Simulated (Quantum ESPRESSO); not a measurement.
# WS2 (R3m) in Quantum ESPRESSO: a series of runs

One crystal, WS2, is run at these levels: PBEsol, PBEsol+U; tasks: single point.

Program: Quantum ESPRESSO 7.5. These are calculated values, not measurements. Logs are shortened: lines on timing, memory, paths and dates and some standing lists are left out, and cuts for length are marked.

## 1. The structure

It takes space group R3m (No. 160, trigonal). Conventional cell: a = 3.158 Å, b = 3.158 Å, c = 18.490 Å, α = 90.00°, β = 90.00°, γ = 120.00°. Around W (site symmetry 3m) lie 6 S at 2.39 to 2.42 Å. S (site symmetry 3m) has 3 W at 2.42 Å as nearest neighbours. S (site symmetry 3m) is surrounded by 3 W at 2.39 Å.

Measurements of this composition are mostly on another form, of space group No. 194.

## 2. Single point, PBEsol

File pw.in:

```
&CONTROL
  calculation = 'scf'
  prefix = 'pwscf'
  outdir = './tmp'
  pseudo_dir = './pseudo'
  tprnfor = .true.
  tstress = .true.
  disk_io = 'nowf'
/
&SYSTEM
  ibrav = 0
  A = 6.42736331
  nat = 3
  ntyp = 2
  ecutwfc = 56
  ecutrho = 448
  nbnd = 20
  occupations = 'smearing'
  smearing = 'fd'
  degauss = 0.00367493
/
&ELECTRONS
  conv_thr = 6d-10
  electron_maxstep = 120
  mixing_beta = 0.5
/
ATOMIC_SPECIES
W    183.8400 w_pbesol_v1.2.uspp.F.UPF
S     32.0600 s_pbesol_v1.4.uspp.F.UPF
CELL_PARAMETERS alat
   0.2456683906    0.1418367114    0.9589209503
  -0.2456683906    0.1418367114    0.9589209503
   0.0000000000   -0.2836734229    0.9589209503
ATOMIC_POSITIONS alat
W      0.0000000000    0.0000000000    0.0000000000
S      0.0000000000    0.0000000000    1.6713992164
S      0.0000000000    0.0000000000    2.1584351671
K_POINTS automatic
10 10 10 0 0 0
```

Potentials or basis: GBRV 1.5 PBEsol.

Run with:

```
> OMP_NUM_THREADS=1 mpirun -n 2 pw.x -nk 2 -in pw.in > pw.out
```

pw.out:

```text
This program is part of the open-source Quantum ESPRESSO suite
     for quantum simulation of materials; please cite
         "P. Giannozzi et al., J. Phys.:Condens. Matter 21 395502 (2009);
         "P. Giannozzi et al., J. Phys.:Condens. Matter 29 465901 (2017);
         "P. Giannozzi et al., J. Chem. Phys. 152 154105 (2020);
     in publications or presentations arising from this work. More details at

     Message from routine setup:
     using ibrav=0 with symmetry is DISCOURAGED, use correct ibrav instead

     K-points division:     npool     =       2
     Subspace diagonalization in iterative solution of the eigenvalue problem:
     a serial algorithm will be used

     G-vector sticks info
     --------------------
     sticks:   dense  smooth     PW     G-vecs:    dense   smooth      PW
     Sum        2491    1251    417                57493    20353    3859

     Using Slab Decomposition

     bravais-lattice index     =            0
     lattice parameter (alat)  =      12.1460  a.u.
     unit-cell volume          =     359.2255 (a.u.)^3
     number of atoms/cell      =            3
     number of atomic types    =            2
     number of electrons       =        26.00
     number of Kohn-Sham states=           20
     kinetic-energy cutoff     =      56.0000  Ry
     charge density cutoff     =     448.0000  Ry
     scf convergence threshold =      6.0E-10
     mixing beta               =       0.5000
     number of iterations used =            8  plain     mixing
     Exchange-correlation= SLA  PW   PSX  PSC
                           (   1   4  10   8   0   0   0)

     celldm(1)=  12.145956  celldm(2)=   0.000000  celldm(3)=   0.000000
     celldm(4)=   0.000000  celldm(5)=   0.000000  celldm(6)=   0.000000

     crystal axes: (cart. coord. in units of alat)
               a(1) = (   0.245668   0.141837   0.958921 )
               a(2) = (  -0.245668   0.141837   0.958921 )
               a(3) = (   0.000000  -0.283673   0.958921 )

     reciprocal axes: (cart. coord. in units 2 pi/alat)
               b(1) = (  2.035264  1.175060  0.347613 )
               b(2) = ( -2.035264  1.175060  0.347613 )
               b(3) = (  0.000000 -2.350120  0.347613 )

     PseudoPot. # 1 for W  read from file:
     w_pbesol_v1.2.uspp.F.UPF
     Pseudo is Ultrasoft + core correction, Zval = 14.0
     Generated by new atomic code, or converted to UPF format
     Using radial grid of  923 points,  8 beta functions with:
                l(1) =   0
                l(2) =   0
                l(3) =   0
                l(4) =   1
                l(5) =   1
                l(6) =   2
                l(7) =   2
                l(8) =   3
     Q(r) pseudized with  6 coefficients,  rinner =    1.350   1.350   1.350
                                                       1.350   1.350   1.350
                                                       1.350

     PseudoPot. # 2 for S  read from file:
     s_pbesol_v1.4.uspp.F.UPF
     Pseudo is Ultrasoft + core correction, Zval =  6.0
     Generated by new atomic code, or converted to UPF format
     Using radial grid of  907 points,  6 beta functions with:
                l(1) =   0
                l(2) =   0
                l(3) =   1
                l(4) =   1
                l(5) =   2
                l(6) =   2
     Q(r) pseudized with  8 coefficients,  rinner =    1.300   1.300   1.300
                                                       1.300   1.300

     atomic species   valence    mass     pseudopotential
     W                14.00   183.84000     W ( 1.00)
     S                 6.00    32.06000     S ( 1.00)

      6 Sym. Ops. (no inversion) found

   Cartesian axes

     site n.     atom                  positions (alat units)
         1        W      tau(   1) = (   0.0000000   0.0000000   0.0000000  )
         2        S      tau(   2) = (   0.0000000   0.0000000   1.6713992  )
         3        S      tau(   3) = (   0.0000000   0.0000000   2.1584352  )

     number of k points=   116  Fermi-Dirac smearing, width (Ry)=  0.0037

     Number of k-points >= 100: set verbosity='high' to print them.

     Dense  grid:    57493 G-vectors     FFT dimensions: (  81,  81,  81)

     Smooth grid:    20353 G-vectors     FFT dimensions: (  60,  60,  60)

     Initial potential from superposition of free atoms

     starting charge      25.8996, renormalised to      26.0000

     negative rho (up, down):  6.261E-02 0.000E+00
     Starting wfcs are   21 randomized atomic wfcs

     Self-consistent Calculation

     iteration #  1     ecut=    56.00 Ry     beta= 0.50
     Davidson diagonalization with overlap
     ethr =  1.00E-02,  avg # of iterations =  5.5

     Threshold (ethr) on eigenvalues was too large:
     Diagonalizing with lowered threshold

     Davidson diagonalization with overlap
     ethr =  3.09E-04,  avg # of iterations =  3.8

     negative rho (up, down):  6.463E-02 0.000E+00

     total energy              =    -207.25039920 Ry
     estimated scf accuracy    <       0.08888880 Ry

     iteration #  2     ecut=    56.00 Ry     beta= 0.50
     Davidson diagonalization with overlap
     ethr =  3.42E-04,  avg # of iterations =  2.1

     negative rho (up, down):  6.622E-02 0.000E+00

     total energy              =    -207.26214384 Ry
     estimated scf accuracy    <       0.01201609 Ry

     iteration #  3     ecut=    56.00 Ry     beta= 0.50
     Davidson diagonalization with overlap
     ethr =  4.62E-05,  avg # of iterations =  4.7

     negative rho (up, down):  6.665E-02 0.000E+00

     total energy              =    -207.26300918 Ry
     estimated scf accuracy    <       0.01888248 Ry

     iteration #  4     ecut=    56.00 Ry     beta= 0.50
     Davidson diagonalization with overlap
     ethr =  4.62E-05,  avg # of iterations =  1.9
[... 37 lines left out ...]
     negative rho (up, down):  6.741E-02 0.000E+00

     total energy              =    -207.26590457 Ry
     estimated scf accuracy    <       0.00000007 Ry

     iteration #  9     ecut=    56.00 Ry     beta= 0.50
     Davidson diagonalization with overlap
     ethr =  2.78E-10,  avg # of iterations =  2.8

     negative rho (up, down):  6.740E-02 0.000E+00

     total energy              =    -207.26590459 Ry
     estimated scf accuracy    <       0.00000001 Ry

     iteration # 10     ecut=    56.00 Ry     beta= 0.50
     Davidson diagonalization with overlap
     ethr =  4.89E-11,  avg # of iterations =  2.8

     negative rho (up, down):  6.740E-02 0.000E+00

     End of self-consistent calculation

     Number of k-points >= 100: set verbosity='high' to print the bands.

     the Fermi energy is    12.1438 ev

!    total energy              =    -207.26590460 Ry
     estimated scf accuracy    <          1.6E-10 Ry
     smearing contrib. (-TS)   =      -0.00000003 Ry
     internal energy E=F+TS    =    -207.26590457 Ry

     The total energy is F=E-TS. E is the sum of the following terms:
     one-electron contribution =     -80.57281241 Ry
     hartree contribution      =      51.07520177 Ry
     xc contribution           =     -57.84206577 Ry
     ewald contribution        =    -119.92622816 Ry

     convergence has been achieved in  10 iterations

     negative rho (up, down):  6.740E-02 0.000E+00

     Forces acting on atoms (cartesian axes, Ry/au):

     atom    1 type  1   force =    -0.00000000   -0.00000000   -0.02345881
     atom    2 type  2   force =     0.00000000   -0.00000000    0.01321240
     atom    3 type  2   force =     0.00000000   -0.00000000    0.01024641

     Total force =     0.028808     Total SCF correction =     0.000027

     Computing stress (Cartesian axis) and pressure

     negative rho (up, down):  6.740E-02 0.000E+00
          total   stress  (Ry/bohr**3)                   (kbar)     P=       -4.19
  -0.00005356   0.00000000   0.00000000           -7.88        0.00        0.00
  -0.00000000  -0.00005356  -0.00000000           -0.00       -7.88       -0.00
   0.00000000  -0.00000000   0.00002169            0.00       -0.00        3.19

=------------------------------------------------------------------------------=
   JOB DONE.
=------------------------------------------------------------------------------=
```

Wall time 2.2 min (2 MPI ranks of Arm Neoverse V2, shared host); peak memory 0.62 GiB.

Results:

```yaml
Free_energy: -2819.9963 eV
Pressure: -0.4 GPa
Largest_force: 0.603 eV/Å
Band_gap_on_the_k_mesh: 1.02 eV, indirect (least direct gap 2.23 eV)
```

Forces in eV/Å, atoms in the order of the input:
```
W    0.000  0.000 -0.603
S    0.000  0.000  0.340
S    0.000  0.000  0.263
```

Caveat: spin-orbit coupling is left out, which moves the levels of the heavy elements.

## 3. Single point, PBEsol+U

Changes to pw.in since step 2:

```diff
@@ -16,3 +16,3 @@
   ecutrho = 448
-  nbnd = 20
+  nbnd = 23
   occupations = 'smearing'
@@ -24,3 +24,3 @@
   electron_maxstep = 120
-  mixing_beta = 0.5
+  mixing_beta = 0.3
 /
@@ -39 +39,3 @@
 10 10 10 0 0 0
+HUBBARD {ortho-atomic}
+U W-5d 1.0
```

Potentials or basis: GBRV 1.5 PBEsol.

Run with:

```
> OMP_NUM_THREADS=1 mpirun -n 2 pw.x -nk 2 -in pw.in > pw.out
```

It took 2.8 min on 2 MPI ranks of Arm Neoverse V2, shared host; peak memory 0.68 GiB.

Results (log left out):

```yaml
Free_energy: -2818.7528 eV
Pressure: -0.3 GPa
Largest_force: 0.604 eV/Å
Band_gap_on_the_k_mesh: 1.04 eV, indirect (least direct gap 2.20 eV)
```

Forces in eV/Å, atoms in the order of the input:
```
W    0.000  0.000 -0.604
S    0.000  0.000  0.334
S    0.000  0.000  0.270
```

Stress tensor (GPa, compression positive):
```
-0.70  0.00  0.00
 0.00 -0.70  0.00
 0.00  0.00  0.37
```

Levels at points of the mesh, in eV from the valence-band top:
| k point | band 9 | band 10 | band 11 | band 12 | band 13 | band 14 | band 15 | band 16 | band 17 | band 18 |
| --- | --- | --- | --- | --- | --- | --- | --- | --- | --- | --- |
| (0.00, 0.00, 0.00) | -3.53 | -2.25 | -2.25 | -1.54 | -1.23 | 2.22 | 2.22 | 2.57 | 2.57 | 4.64 |
| (0.00, 0.00, -0.50) | -5.30 | -4.13 | -2.54 | -1.78 | -1.73 | 2.31 | 2.58 | 3.61 | 3.91 | 4.32 |
| (0.00, -0.50, -0.50) | -5.00 | -4.04 | -3.15 | -1.98 | -1.55 | 2.27 | 2.70 | 3.21 | 4.42 | 4.90 |
| (-0.50, -0.50, -0.50) | -3.54 | -3.54 | -2.21 | -2.21 | 0.00 | 2.34 | 2.34 | 2.41 | 2.41 | 4.86 |

Eigenvalues of the final occupation matrices:
```csv
site,spin,trace,eigenvalues
W 1 5d,each,2.43,0.45 0.45 0.49 0.49 0.55
```

Caveat: spin-orbit coupling is left out, which moves the levels of the heavy elements.
